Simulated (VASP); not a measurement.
# CuO (P-6m2) in VASP: further runs

One crystal, CuO, is run at these levels: LDA; tasks: optical spectrum, density of states, electric field gradients.

All numbers are computed with VASP 6.6.1; they aren't measurements. Logs are shortened: lines on timing, memory, paths and dates and some standing lists are left out, and cuts for length are marked.

## 1. Starting point

Symmetry: P-6m2, No. 187, hexagonal system. Conventional cell: a = 2.836 Å, b = 2.836 Å, c = 2.768 Å, α = 90.00°, β = 90.00°, γ = 120.00°. Around Cu (site symmetry -6m2) lie 6 O at 2.14 Å. Around O (site symmetry -6m2) lie 6 Cu at 2.14 Å.

Measurements of this composition are mostly on another form, of space group No. 15.

## 2. Optical spectrum, LDA

INCAR reads:

```
SYSTEM = CuO
PREC     = Accurate       ! precision mode
ENCUT    = 520            ! plane-wave cutoff, eV
EDIFF    = 1E-7           ! SCF threshold, eV
ISMEAR   = 0              ! smearing method
SIGMA    = 0.02           ! smearing width, eV
LREAL    = .FALSE.        ! projectors in reciprocal space
LASPH    = .TRUE.         ! aspherical terms in the spheres
NELM     = 60             ! most SCF steps
ALGO     = Normal         ! electronic algorithm
ISIF     = 2              ! what is computed and relaxed
LWAVE    = .FALSE.        ! write WAVECAR
LCHARG   = .FALSE.        ! write CHGCAR
LOPTICS  = .TRUE.         ! frequency-dependent dielectric function
NBANDS   = 56             ! bands
NEDOS    = 1000           ! points of the DOS
CSHIFT   = 0.1
```

KPOINTS reads:

```
Automatic mesh
0
G
  11 11 10
  0 0 0
```

POSCAR reads:

```
CuO
1.0
    2.8363251100      0.0000000000      0.0000000000
   -1.4181625500      2.4563296000      0.0000000000
    0.0000000000      0.0000000000      2.7681127800
Cu O
1 1
Direct
    0.0000000000      0.0000000000      0.0000000000
    0.6666666667      0.3333333333      0.5000000000
```

Potentials or basis: VASP PAW LDA potentials, release 64 (Cu, O).

On the command line:

```console
$ cat potpaw_LDA.64/Cu/POTCAR potpaw_LDA.64/O/POTCAR > POTCAR
$ mpirun -np 1 vasp_std > vasp.out
```

OUTCAR:

```text
SYSTEM = CuO
   PREC = Accurate
   ENCUT = 520
   EDIFF = 1E-7
   ISMEAR = 0
   LREAL = .FALSE.
   LASPH = .TRUE.
   NELM = 60
   ISIF = 2

 ion  position               nearest neighbor table
   1  0.000  0.000  0.000-   2 2.14   2 2.14   2 2.14   2 2.14   2 2.14   2 2.14
   2  0.667  0.333  0.500-   1 2.14   1 2.14   1 2.14   1 2.14   1 2.14   1 2.14

  LATTYP: Found a hexagonal cell.
 ALAT       =     2.8363251100
 C/A-ratio  =     0.9759504544

  Lattice vectors:

 A1 = (   2.8363251100,   0.0000000000,   0.0000000000)
 A2 = (  -1.4181625500,   2.4563296000,   0.0000000000)
 A3 = (   0.0000000000,   0.0000000000,   2.7681127800)

Analysis of symmetry for initial positions (statically):
=====================================================================
 Subroutine PRICEL returns:
 Original cell was already a primitive cell.

 Routine SETGRP: Setting up the symmetry group for a
 hexagonal supercell.

 Subroutine GETGRP returns: Found 12 space group operations
 (whereof 12 operations were pure point group operations)
 out of a pool of 24 trial point group operations.

The static configuration has the point symmetry D_3h.

Analysis of symmetry for dynamics (positions and initial velocities):
=====================================================================
 Subroutine PRICEL returns:
 Original cell was already a primitive cell.

 Routine SETGRP: Setting up the symmetry group for a
 hexagonal supercell.

 Subroutine GETGRP returns: Found 12 space group operations
 (whereof 12 operations were pure point group operations)
 out of a pool of 24 trial point group operations.

The dynamic configuration has the point symmetry D_3h.

 Subroutine INISYM returns: Found 12 space group operations
 (whereof 12 operations are pure point group operations),
 and found     1 'primitive' translations

----------------------------------------------------------------------------------------

                                     Primitive cell

  volume of cell :      19.2853

  direct lattice vectors                    reciprocal lattice vectors
     2.836325110  0.000000000  0.000000000     0.352568892  0.203555744  0.000000000
    -1.418162550  2.456329600  0.000000000     0.000000000  0.407111489  0.000000000
     0.000000000  0.000000000  2.768112780     0.000000000  0.000000000  0.361256957

  length of vectors
     2.836325110  2.836325109  2.768112780     0.407111488  0.407111489  0.361256957

  position of ions in fractional coordinates (direct lattice)
     0.000000000  0.000000000  0.000000000
     0.666666667  0.333333333  0.500000000

  ion indices of the primitive-cell ions
   primitive index   ion index
                 1           1
                 2           2

----------------------------------------------------------------------------------------

 KPOINTS: Automatic mesh

Automatic generation of k-mesh.
 Grid dimensions read from file:
 generate k-points for:   11   11   10

 Generating k-lattice:

  Cartesian coordinates                     Fractional coordinates (reciprocal lattice)
     0.032051717  0.018505068  0.000000000     0.090909091  0.000000000  0.000000000
     0.000000000  0.037010135  0.000000000     0.000000000  0.090909091  0.000000000
[... 77 lines left out ...]
     AMIX     =   0.40;   BMIX     =  1.00
     AMIX_MAG =   1.60;   BMIX_MAG =  1.00
  volume/ion in A,a.u.               =       9.64        65.07
  Fermi-wavevector in a.u.,A,eV,Ry     =   1.569696  2.966296 33.524031  2.463947
  Thomas-Fermi vector in A             =   2.671540
   LORBIT       =      0    0 simple, 1 ext, 2 COOP (PROOUT), +10 PAW based schemes
   GGA     = CA    functional components
   LHFCALC =     F    Hartree Fock is set to
   AEXX    =    0.0000 exact exchange contribution
   IVDW    =     0    specifies the selected vdW correction
   LEPSILON=     F    determine dielectric tensor
   LRPA    =     F    only Hartree local field effects (RPA)
 non-spin polarized calculation
 Gauss-broadening in eV      SIGMA  =   0.02
  energy-cutoff  :      520.00
  volume of cell :       19.29
 maximum number of plane-waves:       533
 NGX is ok and might be reduce to    24
   NGX = 11   NGY = 11   NGZ = 11

 number of electron      17.0000005 magnetization

 Free energy of the ion-electron system (eV)
  ---------------------------------------------------
  ext. energy  EPLUGINS =         0.00000000
  ---------------------------------------------------
  free energy    TOTEN  =       -10.91055394 eV

  energy without entropy =      -10.90938832  energy(sigma->0) =      -10.90997113

 E-fermi :   5.4435     XC(G=0): -12.8472

 val. band max:        5.4424652493   @ k =   0.3636   0.0000   0.3000
 cond. band min:       5.4544889040   @ k =   0.2727   0.0000   0.3000
 fundamental gap:      0.0120236548
 Fermi energy:         5.4435127947

 k-point     1 :       0.0000    0.0000    0.0000
  band No.  band energies     occupation
      1     -13.4761      2.00000
      2       1.8761      2.00000
      3       1.8761      2.00000
      4       2.2289      2.00000
      5       2.8464      2.00000
      6       3.6599      2.00000
[... 541 lines left out ...]
     19      37.1084      0.00000
     20      38.2035      0.00000

 [... further k-points ...]

 [bands above 20 left out]

------------------------ aborting loop because EDIFF is reached ----------------------------------------

  FORCE on cell =-STRESS in cart. coord.  units (eV):
  Direction    XX          YY          ZZ          XY          YZ          ZX
  --------------------------------------------------------------------------------------
  -------------------------------------------------------------------------------------
  Total       -1.3885397     -1.3885397     -2.9832261     -0.0000000     -0.0000000      0.0000000
  in kB     -115.3565974   -115.3565975   -247.8393864     -0.0000002     -0.0000000      0.0000000
  external PRESSURE =    -159.5175271 kB  Pullay stress =       0.0000000 kB

 VOLUME and BASIS-vectors are now :
 -----------------------------------------------------------------------------
  energy-cutoff  :      520.00
  volume of cell :       19.29
      direct lattice vectors                 reciprocal lattice vectors
     2.836325110  0.000000000  0.000000000     0.352568892  0.203555744  0.000000000
    -1.418162550  2.456329600  0.000000000     0.000000000  0.407111489  0.000000000
     0.000000000  0.000000000  2.768112780     0.000000000  0.000000000  0.361256957

 POSITION                                       TOTAL-FORCE (eV/Angst)
 -----------------------------------------------------------------------------------
      0.00000      0.00000      0.00000         0.000000      0.000000      0.000000
      1.41816      0.81878      1.38406         0.000000      0.000000      0.000000
 -----------------------------------------------------------------------------------
    total drift:                               -0.000000      0.000000      0.000000

  FREE ENERGIE OF THE ION-ELECTRON SYSTEM (eV)
  ---------------------------------------------------
  free  energy   TOTEN  =       -10.9105539391 eV

  energy  without entropy=      -10.9093883165  energy(sigma->0) =      -10.90997113

 electrical conductivity sigma (Mega S m-1) (frequency dependency in vasprun.xml)
  --------------------------------------------------------------------------------------
       0.012       0.000       0.000
       0.000       0.012      -0.000
       0.000      -0.000       0.223

  frequency dependent IMAGINARY DIELECTRIC FUNCTION (independent particle, no local field effects) density-density
     E(ev)      X         Y         Z        XY        YZ        ZX
  --------------------------------------------------------------------------------------------------------------
     0.00000    -0.00000    -0.00000     0.00000    -0.00000    -0.00000    -0.00000
     1.37857    25.08441    25.08441    35.67489     0.00000     0.00000    -0.00000
     2.75713     1.12781     1.12781     3.18790     0.00000     0.00000     0.00000
     4.13570     2.61606     2.61606     5.95417     0.00000     0.00000     0.00000
     5.51427     0.83115     0.83115     2.46202     0.00000     0.00000     0.00000
     6.89283     5.16720     5.16720     4.58022     0.00000     0.00000    -0.00000
[... 92 lines left out ...]
   135.09951     0.00000     0.00000     0.00000     0.00000     0.00000     0.00000
   136.47808     0.00000     0.00000     0.00000     0.00000     0.00000     0.00000

  frequency dependent      REAL DIELECTRIC FUNCTION (independent particle, no local field effects) density-density
     E(ev)        X           Y           Z          XY          YZ          ZX
  --------------------------------------------------------------------------------------------------------------
     0.00000    22.52105    22.52105    16.91026     0.00000     0.00000     0.00000
     1.37857     5.43442     5.43442    16.89054     0.00000     0.00000     0.00000
     2.75713    -0.54799    -0.54799    -0.78490    -0.00000    -0.00000     0.00000
     4.13570     3.64375     3.64375     4.28984     0.00000     0.00000     0.00000
     5.51427     3.79037     3.79037     0.69956     0.00000    -0.00000    -0.00000
     6.89283     3.08607     3.08607     1.70051     0.00000    -0.00000    -0.00000
[... 92 lines left out ...]
   135.09951     0.93999     0.93999     0.94196    -0.00000    -0.00000     0.00000
   136.47808     0.94148     0.94148     0.94342    -0.00000    -0.00000     0.00000

  frequency dependent IMAGINARY DIELECTRIC FUNCTION (independent particle, no local field effects) current-current
     E(ev)      X         Y         Z        XY        YZ        ZX
  --------------------------------------------------------------------------------------------------------------
     0.00000     0.00000     0.00000     0.00000     0.00000    -0.00000    -0.00000
     1.37857    24.19645    24.19645    35.79139     0.00000    -0.00000    -0.00000
     2.75713     1.10757     1.10757     3.15225     0.00000     0.00000     0.00000
     4.13570     2.65322     2.65322     5.99971     0.00000     0.00000    -0.00000
     5.51427     0.82065     0.82065     2.49844     0.00000    -0.00000    -0.00000
     6.89283     5.16148     5.16148     4.57621     0.00000    -0.00000    -0.00000
[... 92 lines left out ...]
   135.09951     0.00000     0.00000    -0.00000     0.00000    -0.00000    -0.00000
   136.47808     0.00000     0.00000    -0.00000     0.00000    -0.00000    -0.00000

  frequency dependent      REAL DIELECTRIC FUNCTION (independent particle, no local field effects) current-current
     E(ev)        X           Y           Z          XY          YZ          ZX
  --------------------------------------------------------------------------------------------------------------
     0.00000    22.15326    22.15326    16.86320     0.00000     0.00000    -0.00000
     1.37857     2.28224     2.28224    13.13269     0.00000     0.00000     0.00000
     2.75713    -0.67819    -0.67819    -1.03219    -0.00000     0.00000    -0.00000
     4.13570     3.52583     3.52583     4.02631     0.00000    -0.00000    -0.00000
     5.51427     3.73737     3.73737     0.60455     0.00000    -0.00000     0.00000
     6.89283     2.92288     2.92288     1.59200     0.00000     0.00000    -0.00000
[... 92 lines left out ...]
   135.09951     0.94000     0.94000     0.94196    -0.00000    -0.00000     0.00000
   136.47808     0.94149     0.94149     0.94342    -0.00000    -0.00000     0.00000
```

It took 58 s on 1 thread of AMD EPYC 9R45 (Zen 5), shared host; peak memory 0.19 GiB.

Results:

```yaml
Free_energy: -10.9106 eV
Pressure: -16.0 GPa
Band_gap_on_the_k_mesh: none (metal or under the smearing width)
```

Dielectric function (mean over the directions given):
```
energy (eV)  real part  imaginary part
       0.28      21.84            0.00
       0.83      19.49           26.79
       1.52       5.95           15.23
       2.21      -5.03            3.56
       2.90       0.39            0.88
       3.58       3.31            1.89
       4.27       3.57            3.99
       4.96       1.61            2.97
       5.65       3.39            1.36
       6.34       4.15            5.34
       7.03       2.40            5.09
       7.72       0.29            3.35
       8.41       1.31            2.35
       9.10       1.48            2.10
       9.79       1.92            1.98
      10.34       1.82            2.51
      11.03       2.42            3.95
      11.72       0.43            2.95
      12.41       0.62            2.46
      13.10       0.94            1.69
      13.79       1.04            1.15
      14.47       0.92            1.12
      15.16       0.87            2.83
      15.85       0.78            2.23
      16.54       0.85            1.51
      17.23       0.65            1.51
      17.92       0.32            1.85
      18.61      -0.03            2.15
      19.30       0.06            1.55
      19.99      -0.22            1.28
```

Caveat: spectra need much finer meshes, so this one isn't converged; independent-particle spectra lack excitons; the intraband (Drude) part of a metal's response may be missing; so large a pressure means that the cell lies far from this level's equilibrium, or that cutoff or potentials fall short; an odd number of electrons without spin polarisation forces a metal; a magnetic or distorted state may lie lower; the run has no spin polarisation, though such a crystal can be magnetic; semilocal functionals often make such compounds metallic where correlation or magnetic order opens a gap, which also shifts bond lengths.

## 3. Density of states, LDA

POSCAR is that of step 2.

INCAR.step1 reads:

```
PREC = Accurate ; ENCUT = 520
EDIFF = 1E-6 ; ISMEAR = 0
SIGMA = 0.02 ; LREAL = F
LASPH = T ; NELM = 60
ALGO = Normal ; ISIF = 2
LWAVE = F ; LCHARG = T
LMAXMIX = 4 ; GGA = CA
NBANDS = 16
```

KPOINTS.step1 reads:

```
Automatic mesh
0
Gamma
  11 11 10
```

INCAR.step2 reads:

```
PREC = Accurate ; ENCUT = 520
EDIFF = 1E-6 ; ISMEAR = -5
SIGMA = 0.02 ; LREAL = F
LASPH = T ; NELM = 60
ALGO = Normal ; ISIF = 2
LWAVE = F ; LCHARG = F
LMAXMIX = 4 ; GGA = CA
LORBIT = 10 ; NBANDS = 16
NEDOS = 2001 ; ICHARG = 11
```

KPOINTS.step2 reads:

```
Automatic mesh
0
Gamma
  17 17 15
```

Potentials or basis: VASP PAW LDA potentials, release 64 (Cu, O).

On the command line:

```console
$ cat potpaw_LDA.64/Cu/POTCAR potpaw_LDA.64/O/POTCAR > POTCAR
$ cp INCAR.step1 INCAR
$ cp KPOINTS.step1 KPOINTS
$ mpirun -np 1 vasp_std > vasp.out
$ cp INCAR.step2 INCAR
$ cp KPOINTS.step2 KPOINTS
$ mpirun -np 1 vasp_std > vasp.out
```

Wall time 37 s (1 thread of AMD EPYC 9R45 (Zen 5), shared host); peak memory 0.17 GiB.

Results (log left out):

```
Valence electrons inside the program's atomic spheres : Cu 9.79; O 4.86
```

Levels at points of the mesh, in eV from the Fermi level:
| k point | band 6 | band 7 | band 8 | band 9 | band 10 | band 11 | band 12 | band 13 |
| --- | --- | --- | --- | --- | --- | --- | --- | --- |
| (0.00, 0.00, 0.00) | -1.78 | -1.78 | -0.10 | -0.10 | 1.14 | 15.06 | 16.50 | 16.50 |

States per cell in windows of 1 eV (zero at the Fermi level; states under -8 eV left out):
| from (eV) | total | Cu1_d | O2_p | Cu1_s | Cu1_p | O2_s | O2_d |
| --- | --- | --- | --- | --- | --- | --- | --- |
| -8.0 | 0.06 | 0.00 | 0.02 | 0.01 | 0.00 | 0.00 | 0.00 |
| -7.0 | 0.84 | 0.10 | 0.32 | 0.10 | 0.03 | 0.00 | 0.00 |
| -6.0 | 1.51 | 0.30 | 0.61 | 0.08 | 0.07 | 0.01 | 0.00 |
| -5.0 | 1.76 | 0.54 | 0.72 | 0.02 | 0.08 | 0.01 | 0.00 |
| -4.0 | 1.85 | 0.81 | 0.68 | 0.01 | 0.04 | 0.00 | 0.00 |
| -3.0 | 2.25 | 1.97 | 0.07 | 0.01 | 0.02 | 0.00 | 0.00 |
| -2.0 | 4.37 | 3.92 | 0.21 | 0.03 | 0.02 | 0.04 | 0.00 |
| -1.0 | 2.43 | 1.51 | 0.67 | 0.02 | 0.04 | 0.01 | 0.00 |
| 0.0 | 0.98 | 0.52 | 0.38 | 0.00 | 0.01 | 0.00 | 0.00 |
| 1.0 | 0.01 | 0.00 | 0.00 | 0.00 | 0.00 | 0.00 | 0.00 |
| 2.0 | 0.05 | 0.00 | 0.01 | 0.01 | 0.00 | 0.01 | 0.00 |
| 3.0 | 0.10 | 0.00 | 0.02 | 0.03 | 0.01 | 0.01 | 0.00 |
| 4.0 | 0.19 | 0.01 | 0.05 | 0.04 | 0.01 | 0.02 | 0.00 |
| 5.0 | 0.62 | 0.04 | 0.12 | 0.16 | 0.07 | 0.03 | 0.00 |
| 6.0 | 0.83 | 0.06 | 0.19 | 0.18 | 0.10 | 0.02 | 0.00 |
| 7.0 | 0.18 | 0.01 | 0.04 | 0.02 | 0.04 | 0.01 | 0.00 |

Caveat: an odd number of electrons without spin polarisation forces a metal; a magnetic or distorted state may lie lower; the run has no spin polarisation, though such a crystal can be magnetic; semilocal functionals often make such compounds metallic where correlation or magnetic order opens a gap, which also shifts bond lengths; tetrahedron occupations give inexact forces and stress in metals.

(Continued in part 2 of 2.)
